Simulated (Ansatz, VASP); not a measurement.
**WSe3: VASP beside Ansatz**

```xyz
4
Lattice="4.8871 0.0000 0.0000 0.0000 4.8871 0.0000 0.0000 0.0000 4.8871" Properties=species:S:1:pos:R:3 pbc="T T T"
W     0.0000    0.0000    0.0000
Se    0.0000    0.0000    2.4435
Se    0.0000    2.4435    0.0000
Se    2.4435    0.0000    0.0000
```

Alike in both runs: functional PBEsol; k mesh 4 × 4 × 4; occupations gaussian, width 0.1 eV; no spin polarisation.

Ansatz relaxed the structure, and its values are those at the end. VASP's run is a single point on that final structure, the one shown.

|  | VASP | Ansatz |
| --- | --- | --- |
| version | VASP 6.6.1 | Ansatz 0.2.0 |
| potentials or method | VASP PAW PBE potentials, release 64 (W_sv, Se) | scalar-relativistic, plane waves, PAW |
| plane-wave cutoff (eV) | 520 | 420 |
| valence electrons in the cell | 32 | 62 |

|  | VASP | Ansatz | Ansatz less VASP |
| --- | --- | --- | --- |
| gap on the k mesh at the Fermi level (eV) | none | none | - |
| pressure (GPa) | 0.2 | 0.0 | -0.19 |

A gap of «none» marks a metal or a gap that the smearing closes. The two sets of potentials don't hold the same shells in valence.

Caveats: the PAW data sets were made with another functional, which shifts forces and pressure a little (VASP). Spin-orbit coupling is left out, which matters for the levels of W.
